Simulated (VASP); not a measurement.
## KF (Carobbiite): K into a neighbouring K vacancy

How hard is this move in KF (Carobbiite): K into a neighbouring K vacancy? Both ends are relaxed first, then a band of images between them. The start is a cell from a database of measured crystal structures.

Program: VASP 6.6.1. Level of theory: PBEsol; plane waves and PAW (K_pv, F). Results are calculated unless marked as measured.

**1. The host crystal**

It takes space group Fm-3m (No. 225, cubic). The conventional cell has a = 5.344 Å, b = 5.344 Å, c = 5.344 Å, α = 90.00°, β = 90.00°, γ = 90.00°. Nearest to K lie 6 F at 2.67 Å. F has 6 K at 2.67 Å nearest. Farther neighbours and most contacts between anions are not listed.

Coordinates:

```
K F
1.0
     0.00000    2.67185    2.67185
     2.67185    0.00000    2.67185
     2.67185    2.67185    0.00000
K F
1 1
Direct
  0.00000 0.00000 0.00000
  0.50000 0.50000 0.50000
```

**2. Relax the host**

First cell and atoms are relaxed at a raised cutoff, so that later runs start from this functional's own cell.

Input file INCAR:

```
SYSTEM = KF
PREC = Accurate
ENCUT = 520
EDIFF = 1E-06
NELM = 120
ISMEAR = 0
SIGMA = 0.1
LREAL = .FALSE.
ALGO = Normal
GGA = PS
NBANDS = 13
LORBIT = 11
LWAVE = .FALSE.
LCHARG = .FALSE.
KPAR = 6
IBRION = 2
NSW = 40
ISIF = 3
EDIFFG = -0.02
POTIM = 0.4
```

Input file POSCAR:

```
KF
1.0
    0.0000000000      2.6718500000      2.6718500000
    2.6718500000      0.0000000000      2.6718500000
    2.6718500000      2.6718500000      0.0000000000
K F
1 1
Direct
    0.0000000000      0.0000000000      0.0000000000
    0.5000000000      0.5000000000      0.5000000000
```

Input file KPOINTS:

```
Automatic mesh
0
Gamma
6 6 6
0 0 0
```

The projector-augmented-wave data sets are K_pv and F (PBE family, release 64).

Run with:

```sh
mpirun -np 6 vasp_std
```

Log:

```text
[banner, memory and clock lines left out]
running    6 mpi-ranks, on    1 nodes
 distrk:  each k-point on    1 cores,    6 groups
 distr:  one band on    1 cores,    1 groups

 POSCAR found type information on POSCAR K F
 POSCAR found :  2 types and       2 ions
|                                                                             |
|           W    W    AA    RRRRR   N    N  II  N    N   GGGG   !!!           |
|           W    W   A  A   R    R  NN   N  II  NN   N  G    G  !!!           |
|           W    W  A    A  R    R  N N  N  II  N N  N  G       !!!           |
|           W WW W  AAAAAA  RRRRR   N  N N  II  N  N N  G  GGG   !            |
|           WW  WW  A    A  R   R   N   NN  II  N   NN  G    G                |
|           W    W  A    A  R    R  N    N  II  N    N   GGGG   !!!           |
|                                                                             |
|     For optimal performance we recommend to set                             |
|       NCORE = 2 up to number-of-cores-per-socket                            |
|     NCORE specifies how many cores store one orbital (NPAR=cpu/NCORE).      |
|     This setting can greatly improve the performance of VASP for DFT.       |
|     The default, NCORE=1 might be grossly inefficient on modern             |
|     multi-core architectures or massively parallel machines. Do your        |
|     Unfortunately you need to use the default for GW and RPA                |
|     calculations (for HF NCORE is supported but not extensively tested      |
|     yet).                                                                   |
|                                                                             |

|                                                                             |
|               ----> ADVICE to this user running VASP <----                  |
|                                                                             |
|     You enforced a specific xc type in the INCAR file but a different       |
|     [... a line on the potential file left out ...]
|     I HOPE YOU KNOW WHAT YOU ARE DOING!                                     |
|                                                                             |

 LDA part: xc-table for (Slater+PW92), standard interpolation
 POSCAR, INCAR and KPOINTS ok, starting setup
 FFT: planning ... GRIDC
 FFT: planning ... GRID_SOFT
 FFT: planning ... GRID
 WAVECAR not read
 entering main loop
       N       E                     dE             d eps       ncg     rms          rms(c)
DAV:   1     0.796799853177E+02    0.79680E+02   -0.67717E+03   432   0.997E+02
DAV:   2    -0.575759654902E+01   -0.85438E+02   -0.79817E+02   507   0.232E+02
DAV:   3    -0.953615160726E+01   -0.37786E+01   -0.37657E+01   466   0.472E+01
DAV:   4    -0.955155109919E+01   -0.15399E-01   -0.15399E-01   461   0.340E+00
DAV:   5    -0.955160438777E+01   -0.53289E-04   -0.53289E-04   466   0.207E-01    0.581E+00
DAV:   6    -0.846521545305E+01    0.10864E+01   -0.43013E+00   436   0.161E+01    0.357E+00
DAV:   7    -0.843797577607E+01    0.27240E-01   -0.12536E-01   446   0.306E+00    0.188E+00
DAV:   8    -0.843293247079E+01    0.50433E-02   -0.50987E-02   451   0.247E+00    0.254E-01
DAV:   9    -0.843426475010E+01   -0.13323E-02   -0.47525E-03   441   0.522E-01    0.103E-01
DAV:  10    -0.843497484123E+01   -0.71009E-03   -0.93909E-04   426   0.254E-01    0.352E-02
DAV:  11    -0.843503153142E+01   -0.56690E-04   -0.93172E-05   446   0.866E-02    0.211E-02
DAV:  12    -0.843503259088E+01   -0.10595E-05   -0.14106E-05   426   0.314E-02    0.331E-03
DAV:  13    -0.843503316290E+01   -0.57202E-06   -0.11818E-06   421   0.904E-03
   1 F= -.84350332E+01 E0= -.84350332E+01  d E =-.843503E+01
 curvature:   0.00 expect dE= 0.000E+00 dE for cont linesearch  0.000E+00
 trial: gam= 0.00000 g(F)=  0.443E-59 g(S)=  0.722E-03 ort = 0.000E+00 (trialstep = 0.100E+01)
 search vector abs. value=  0.722E-03
 bond charge predicted
       N       E                     dE             d eps       ncg     rms          rms(c)
DAV:   1    -0.844066692236E+01   -0.56343E-02   -0.84251E-02   416   0.258E+00    0.559E-01
DAV:   2    -0.843608992596E+01    0.45770E-02   -0.23810E-02   456   0.104E+00    0.116E-01
DAV:   3    -0.843570833450E+01    0.38159E-03   -0.81709E-04   431   0.256E-01    0.633E-02
DAV:   4    -0.843558555757E+01    0.12278E-03   -0.18726E-04   451   0.125E-01    0.255E-02
DAV:   5    -0.843558035264E+01    0.52049E-05   -0.10005E-05   436   0.268E-02    0.643E-03
DAV:   6    -0.843557956232E+01    0.79031E-06   -0.78047E-07   361   0.756E-03
   2 F= -.84355796E+01 E0= -.84355796E+01  d E =-.546399E-03
 trial-energy change:   -0.000546  1 .order   -0.000542   -0.000722   -0.000363
 step:   2.0088(harm=  2.0088)  dis= 0.00000  next Energy=    -8.435759 (dE=-0.725E-03)
 bond charge predicted
       N       E                     dE             d eps       ncg     rms          rms(c)
DAV:   1    -0.844093184744E+01   -0.53515E-02   -0.85509E-02   416   0.259E+00    0.563E-01
DAV:   2    -0.843628343024E+01    0.46484E-02   -0.24274E-02   456   0.105E+00    0.117E-01
DAV:   3    -0.843589537469E+01    0.38806E-03   -0.83563E-04   431   0.258E-01    0.637E-02
DAV:   4    -0.843577089481E+01    0.12448E-03   -0.19044E-04   451   0.126E-01    0.256E-02
DAV:   5    -0.843576565049E+01    0.52443E-05   -0.10136E-05   436   0.270E-02    0.645E-03
DAV:   6    -0.843576486012E+01    0.79037E-06   -0.79295E-07   371   0.760E-03
   3 F= -.84357649E+01 E0= -.84357649E+01  d E =-.731697E-03
 curvature:  -1.00 expect dE=-0.622E-13 dE for cont linesearch -0.622E-13
 trial: gam=-0.00001 g(F)=  0.395E-59 g(S)=  0.620E-13 ort = 0.669E-08 (trialstep = 0.120E+01)
 search vector abs. value=  0.100E-09
 reached required accuracy - stopping structural energy minimisation
```

It took 7.4 s on 6 MPI ranks of AMD EPYC 7R43, shared host; peak memory 0.81 GiB; 40 s of CPU time.

Lines that name or quote the potential files are left out of all logs, and their timing lines are given in words.

OUTCAR, selected parts (step 2):

```text
ion  position               nearest neighbor table
   1  0.000  0.000  0.000-   2 2.67   2 2.67   2 2.67   2 2.67   2 2.67   2 2.67
   2  0.500  0.500  0.500-   1 2.67   1 2.67   1 2.67   1 2.67   1 2.67   1 2.67

  LATTYP: Found a face centered cubic cell.
 ALAT       =     5.3437000000

 Subroutine GETGRP returns: Found 48 space group operations
 (whereof 48 operations were pure point group operations)

The static configuration has the point symmetry O_h .

 Found     16 irreducible k-points:

   k-points           NKPTS =     16   k-points in BZ     NKDIM =     16   number of bands    NBANDS=     13

   dimension x,y,z NGX =    28 NGY =   28 NGZ =   28
   dimension x,y,z NGXF=    56 NGYF=   56 NGZF=   56

   ENCUT  =  520.0 eV  38.22 Ry    6.18 a.u.   7.03  7.03  7.03*2*pi/ulx,y,z

   NELECT =      14.0000    total number of electrons

 k-points in reciprocal lattice and weights: Automatic mesh
   0.00000000  0.00000000  0.00000000       0.005
   0.16666667  0.00000000  0.00000000       0.037
   0.33333333  0.00000000  0.00000000       0.037
   0.50000000  0.00000000  0.00000000       0.019
   0.16666667  0.16666667  0.00000000       0.028
   0.33333333  0.16666667  0.00000000       0.111
   0.50000000  0.16666667  0.00000000       0.111
  -0.33333333  0.16666667  0.00000000       0.111
  -0.16666667  0.16666667  0.00000000       0.056
[...]
-0.33333333  0.33333333  0.16666667       0.111
  -0.33333333  0.50000000  0.16666667       0.056

 average (electrostatic) potential at core
       1 -14.8410       2 -79.9176

 E-fermi :  -4.5153

 k-point     1 :       0.0000    0.0000    0.0000
  band No.  band energies     occupation
    ...
      3     -14.2733      2.00000
      4     -14.2733      2.00000
      5      -4.9693      2.00000
      6      -4.9693      2.00000
      7      -4.9693      2.00000
      8       0.9734      0.00000
      9       5.6696      0.00000
     10       5.6696      0.00000
     11       5.6696      0.00000
     12       7.4512      0.00000
    ...

 k-point     2 :       0.1667    0.0000    0.0000
  band No.  band energies     occupation
    ...
      3     -14.2826      2.00000
      4     -14.2826      2.00000
      5      -5.2090      2.00000
      6      -5.0574      2.00000
      7      -5.0573      2.00000
      8       1.7187      0.00000
      9       5.2533      0.00000
     10       6.0508      0.00000
     11       6.0508      0.00000
     12       7.7285      0.00000
    ...

 k-point     3 :       0.3333    0.0000    0.0000
  band No.  band energies     occupation
    ...
      3     -14.3009      2.00000
      4     -14.3009      2.00000
      5      -5.6072      2.00000
      6      -5.2276      2.00000
      7      -5.2276      2.00000
      8       3.2862      0.00000
      9       4.9810      0.00000
     10       6.8145      0.00000
     11       6.8146      0.00000
     12       8.6587      0.00000
    ...

  Total        0.0000010      0.0000010      0.0000010      0.0000000      0.0000000      0.0000000
  in kB        0.0000429      0.0000429      0.0000429      0.0000000      0.0000000      0.0000000
  external PRESSURE =       0.0000429 kB  Pullay stress =       0.0000000 kB

  energy-cutoff  :      520.00
  volume of cell :       38.65
      direct lattice vectors                 reciprocal lattice vectors
     0.000000000  2.683418707  2.683418707    -0.186329475  0.186329475  0.186329475
     2.683418707 -0.000000000  2.683418707     0.186329475 -0.186329475  0.186329475
     2.683418707  2.683418707  0.000000000     0.186329475  0.186329475 -0.186329475

 POSITION                                       TOTAL-FORCE (eV/Angst)
 -----------------------------------------------------------------------------------
      0.00000      0.00000      0.00000         0.000000      0.000000      0.000000
      2.68342      2.68342      2.68342        -0.000000     -0.000000     -0.000000
 -----------------------------------------------------------------------------------
    total drift:                                0.000000      0.000000      0.000000

  FREE ENERGIE OF THE ION-ELECTRON SYSTEM (eV)
  ---------------------------------------------------
  free  energy   TOTEN  =        -8.4357648601 eV

  energy  without entropy=       -8.4357648601  energy(sigma->0) =       -8.43576486

 reached required accuracy - stopping structural energy minimisation

 total charge
# of ion       s       p       d       tot
------------------------------------------
    1        0.076   6.127   0.094   6.297
    2        1.729   4.339   0.000   6.068
--------------------------------------------------
tot          1.805  10.467   0.094  12.365

[... 3 further parts left out ...]
```

The gap is read on the k-mesh alone, so it is an upper bound where the band edges lie off the mesh. The PAW data sets were made with PBE, which is usual practice but a small mismatch for other functionals. The run keeps the 48 symmetry operations of its start, so it cannot find a distortion of lower symmetry.

Relaxation path:

| step | energy less that of the first step (eV) | largest force (eV/Å) | pressure (GPa) | volume (Å³) |
| --- | --- | --- | --- | --- |
| 1 | 0.0000 | 0.0000 | 0.47 | 38.15 |
| 2 | -0.0005 | 0.0000 | 0.23 | 38.39 |
| 3 | -0.0007 | 0.0000 | 0.00 | 38.65 |

| conventional cell, symmetrised | before | after | change |
| --- | --- | --- | --- |
| a (Å) | 5.344 | 5.367 | +0.4 % |
| b (Å) | 5.344 | 5.367 | +0.4 % |
| c (Å) | 5.344 | 5.367 | +0.4 % |
| volume (Å³/atom) | 19.07 | 19.32 | +1.3 % |

The relaxed structure:

```
K F
1.0
     0.00000    2.68342    2.68342
     2.68342    0.00000    2.68342
     2.68342    2.68342    0.00000
K F
1 1
Direct
  0.00000 0.00000 0.00000
  0.50000 0.50000 0.50000
```

Numbers from this step:

```yaml
electronic_cycles: 25
electrons: 14
free_energy_toten: -8.436 eV
fermi_energy: -4.515 eV
metallic: no
gap_on_the_k_mesh: 5.943 eV
least_direct_gap_on_the_k_mesh: 5.943 eV
```

The run ended after 3 ionic steps, 0.001 eV below its first step, once forces and stress met EDIFFG = -0.02.

(Part 1 of 5 ends here.)

[Lines on the potential files, build, host, timing and source positions are cut from VASP's logs without a mark.]

[Logs are printed without paths, hosts, clocks, repeated set-up lines and the standing remarks that a program may print on its own settings, such as how far it seeks lower states.]

[Hosts, paths, dates, database ids (printed as entryN), source tags and the programs' standing remarks are cut or masked in the printed files.]

[Runs that stopped without an error message from VASP are left out.]
